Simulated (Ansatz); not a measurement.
**ZrSe2: a run for elastic constants**

The task is a run for elastic constants on ZrSe2. The structure is shown as the input types it.

The COD entry's cell or inner coordinates are ideal or old and differ from later refinements, so a difference from it is no clean test against experiment.

Method: DFT, LDA, PAW with Ansatz's default frozen-core files, scalar-relativistic; elastic constants from stresses of strained cells, in Ansatz 0.2.0.

## 1. The system as given

The structure is trigonal, space group P-3m1 (No. 164). Conventional cell: a = 3.692 Å, b = 3.692 Å, c = 5.949 Å, α = 90.00°, β = 90.00°, γ = 120.00°. Zr (site symmetry -3m) has 6 Se at 2.66 Å as nearest neighbours. Se (site symmetry 3m) is surrounded by 3 Zr at 2.66 Å.

Coordinates:

```
CELL_PARAMETERS angstrom
3.69151 0.00000 0.00000
-1.84576 3.19694 0.00000
0.00000 0.00000 5.94930
ATOMIC_POSITIONS crystal
Zr 0.00000 0.00000 0.00000
Se 0.33333 0.66667 0.26648
Se 0.66667 0.33333 0.73352
```

## 2. Input and run

Contents of input.yaml:

```yaml
crystal:
  lattice:
    - [3.69151363707, 0.0, 0.0]
    - [-1.84575681854, 3.19694458811, 0.0]
    - [0.0, 0.0, 5.94929666169]
  atoms:
    - { symbol: Zr, position: [0.0, 0.0, 0.0] }
    - { symbol: Se, position: [0.333333333333, 0.666666666667, 0.266484236159] }
    - { symbol: Se, position: [0.666666666667, 0.333333333333, 0.733515763841] }
kpoints:
  mp_grid: { grid: [10, 10, 6] }
scf:
  occupations: { method: fermi_dirac, width: 0.08 }
  max_iter: 100
hamiltonian:
  xc: lda
  pseudopotentials: { kind: paw }
elastic:
  mode: clamped_ion
  stencil: two_point
  amplitude: 0.005
basis:
  ecutwfc: 30
```

The run is started by

```bash
> ansatz run input.yaml --threads 2 --pin off --max-ram 5120MiB --backend cpu --events-out ev --progress --plain --runs-dir out
```

Standard output:

```text
Error: inconsistent input (basis.ecutwfc, kpoints): the smallest per-k basis holds n_pw = 20 plane waves (k-point 67, counted from 0 among those solved) but the deck needs at least 23 band(s) per channel, and no run solves more bands than the smallest per-k basis has plane waves; raise basis.ecutwfc until the smallest per-k basis, which caps the automatic band count, holds at least 23 plane waves
```

It took 0.11 s on 2 threads of Arm Neoverse V1, shared host; peak memory 0.092 GiB.

## 3. What went wrong

The program refused the input before any cycle. The line that matters: «inconsistent input (basis.ecutwfc, kpoints): the smallest per-k basis holds n_pw = 20 plane waves (k-point 67, counted from 0 among those solved) but the deck needs at least 23 band(s) per channel ...»

Look at the input: basis.ecutwfc is 30. The cutoff lies far under what these potentials need. At this value the smallest basis holds 20 plane waves, fewer than the 23 bands to be solved.

Remedy: delete basis.ecutwfc (the default then holds).

## 4. The mended run

Besides the cure, the input differs in scf.max_iter.

Edit input.yaml of step 2 so:

```diff
@@ -13,3 +13,2 @@
   occupations: { method: fermi_dirac, width: 0.08 }
-  max_iter: 100
 hamiltonian:
@@ -21,3 +20 @@
   amplitude: 0.005
-basis:
-  ecutwfc: 30
```

The run is started by

```bash
> ansatz run input.yaml --threads 2 --pin off --max-ram 5120MiB --backend cpu --events-out ev --progress --plain --runs-dir out
```

The main lines of its log:

```text
[...]
Basis set: ecut = 420 eV, 1387 PW (Γ)
[...]
k-points: 72 of 600
[...]
SCF iter   1: F=—  HF=-14848.040638 eV  |F-HF|=—  |Δ(HF+E_count)|=         —  Δρ=4.60e-3  dr2=5.42e-3  ethr=1.77e-3  ⟨swp⟩=5.4  Hψ=7755  notcnv=0
preconditioner: auto → Kerker (q_TF=auto, 2.524 Å⁻¹)  [metal: Δε(μ)=0.030 eV  Ē_g=8.158 eV  σ=0.080 eV  W_gap=0.09  n_scr=22 (ndim 8)  ℏωp=17.7 eV  f_vac=0.024  D(μ)=0.36/eV (n_scr^D=0)]
SCF iter   2: F=—  HF=-14848.039565 eV  |F-HF|=—  |Δ(HF+E_count)|=   1.07e-3  Δρ=2.65e-3  dr2=2.06e-3  ethr=1.23e-5  ⟨swp⟩=2.1  Hψ=3060  notcnv=0
[...]
Basis set: ecut = 420 eV, 1379 PW (Γ)
[...]
k-points: 172 of 600
[...]
SCF iter   7: F=—  HF=-14848.038957 eV  |F-HF|=—  |Δ(HF+E_count)|=    0.00e0  Δρ=1.04e-8  dr2=2.13e-13  ethr=5.72e-15 (applied; sched 1.00e-12)  ⟨swp⟩=2.0  Hψ=5598  notcnv=0
SCF iter   8: F=-14848.038957 eV  HF=-14848.038957 eV  |F-HF|=0.00e0  |Δ(HF+E_count)|=  1.82e-12  Δρ=2.65e-9  dr2=9.55e-15  ethr=1.00e-12  ⟨swp⟩=4.0  Hψ=14603  notcnv=0
[...]
SCF converged after 13 iterations
Free energy (F): -14848.039381 eV
[...]
E sigma→0 (E₀):  -14848.035360 eV
[...]
Fermi energy:    9.978290 eV
[...]
  P = ⅓ Tr σ = -0.0073 GPa (-0.073 kbar)
[...]
```

It took 53 s on 2 threads of Arm Neoverse V1, shared host; peak memory 0.57 GiB.

## 5. Outcome

| quantity | value |
| --- | --- |
| first try | refused |
| cause | cutoff far too low |
| second try | converged |
| energy (zero set by the potentials) | -14848.0394 eV |

What this shows: With the input mended the run converges.
